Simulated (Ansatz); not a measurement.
Set up this calculation in Ansatz 0.2.0, as the native input.

```yaml
Task: elastic constants
Functional: PBEsol
Potentials_or_basis: Ansatz PAW
Cutoff: "420 eV (not typed: the program's choice for these potentials)"
k_mesh: 10 × 10 × 10
Occupations: fermi-dirac, width 0.05 eV
Spin: no spin polarisation
Atoms_under_strain: relaxed
```

Crystal: WC.

```
CELL_PARAMETERS angstrom
0.00000 2.19268 2.19268
2.19268 0.00000 2.19268
2.19268 2.19268 0.00000
ATOMIC_POSITIONS crystal
W 0.00000 0.00000 0.00000
C 0.50000 0.50000 0.50000
```

Measurements of this composition are mostly on another form, of space group No. 187.

One way to write it, as run:

input.yaml

```yaml
crystal:
  lattice:
    - [0.0, 2.192684, 2.192684]
    - [2.192684, 0.0, 2.192684]
    - [2.192684, 2.192684, 0.0]
  atoms:
    - { symbol: W, position: [0.0, 0.0, 0.0] }
    - { symbol: C, position: [0.5, 0.5, 0.5] }
hamiltonian:
  xc: pbesol
  pseudopotentials: { kind: paw }
kpoints:
  mp_grid: { grid: [10, 10, 10] }
scf:
  occupations: { method: fermi_dirac, width: 0.05 }
output:
  forces: true
  stress: true
elastic:
  mode: relaxed_ion
  stencil: two_point
```

Potentials or basis: Ansatz PAW.

Launch:

```sh
$ ansatz run input.yaml --threads 2 --pin off --max-ram 5632MiB --backend cpu --events-out ev --progress --plain --runs-dir out
```

Results of the run:

The pressure is -10.2 GPa and the band gap on the k mesh is none (metal or under the smearing width). The elastic constants C11, C12, C44 are 714, 161, 173 GPa and the voigt bulk modulus is 345 GPa.

Caveat: the cell is more than 3 GPa from zero pressure, which shifts response properties; elastic constants of metals need much finer meshes, so these are rough; the pressure holds a Pulay correction of +0.3 GPa for the finite cutoff; the PAW data sets come from PBE, with cores solved anew for the run's functional, which leaves a small shift of forces and pressure.

It took 4.5 s on 2 threads of Arm Neoverse V2, on a shared host, peak memory 0.35 GiB.
